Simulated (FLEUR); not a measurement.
**LiF (Griceite) under changes of volume**

One of the cells (8.169 Å³/atom); the others are scaled copies at fixed shape and fractional positions:

```
F Li
1.0
     0.00000    2.01400    2.01400
     2.01400    0.00000    2.01400
     2.01400    2.01400    0.00000
F Li
1 1
Cartesian
  2.0140 2.0140 2.0140
  0.0000 0.0000 0.0000
```

```yaml
Program: FLEUR MaX-R8.1 (later development tree)
Functional: LDA
Potentials_or_basis: all-electron
Basis: FLAPW
Kmax: 4.21 1/bohr
k_mesh: 11 × 11 × 11
Occupations: fermi-dirac, width 0.05 eV
Spin: no spin polarisation
```

```tsv
volume (Å³/atom)	energy over the lowest point (meV/atom)	gap on the mesh (eV)
7.679	0.00	9.40
7.842	3.18	9.19
8.169	14.08	8.82
8.496	29.61	8.48
8.659	?	?
```

Q: What does the run at 8.659 Å³/atom give?

A: Energy over the lowest point 38.91 meV/atom; gap on the mesh 8.32 eV.

Worked out: A Birch-Murnaghan fit of order 2 (a polynomial in V^(-2/3)) to the other rows has its minimum at 7.45 Å³/atom, just outside them, with B0 = V·E''(V) = 86 GPa. It gives 38.87 meV/atom at 8.659 Å³/atom, against the run's 38.91. A straight line through the other rows of the gap, of slope -9.07 eV per unit of ln V, extrapolates to 8.30 eV, against the run's 8.32.

Energies are extrapolated to zero smearing.

Caveats: an odd mesh through Γ misses points on the zone boundary, where band edges often lie.
